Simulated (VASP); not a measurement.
Consider the following.

```xyz
2
Lattice="0.0000 3.0877 3.0877 3.0877 0.0000 3.0877 3.0877 3.0877 0.0000" Properties=species:S:1:pos:R:3 pbc="T T T"
Zn     0.0000     0.0000     0.0000
Te     1.5439     1.5439     1.5439
```

Method: PBE GGA, VASP's PBE PAW potentials (set 64) (plane waves; VASP). Numerical set-up: 400 eV cut-off, Gaussian smearing of 0.050 eV, potentials Zn Te.

Unless said otherwise, spin-orbit coupling is left out, though it shifts the bands of the heavy elements here.

Q: Give the energies of bands 2 to 12 at the high-symmetry points, in eV from the valence-band maximum.

A: 
```csv
band,Γ,X,U,L,W
2,-6.78,-6.71,-6.71,-6.73,-6.70
3,-6.78,-6.65,-6.67,-6.73,-6.67
4,-6.78,-6.65,-6.62,-6.57,-6.59
5,-6.57,-6.55,-6.56,-6.57,-6.58
6,-6.57,-6.38,-6.34,-6.43,-6.31
7,0.00,-4.82,-4.70,-4.94,-4.68
8,0.00,-2.04,-2.89,-0.84,-2.67
9,0.00,-2.04,-1.70,-0.84,-2.44
10,1.08,2.29,2.70,1.73,4.38
11,4.43,2.49,4.69,5.07,4.87
12,4.43,9.57,7.61,5.07,5.74
```

The gap is direct, 1.08 eV, from the valence maximum at Γ to the conduction minimum at Γ.

Measured: gap 2.43 eV (computed value off by -1.35 eV), as given by Anna Miglio et al., npj Computational Materials (2020), arXiv:2011.12765 [zero-point renormalisation of 40 meV (experimental, the table's column) added back].

The compound is ZnTe in the zinc blende structure. It was relaxed first.
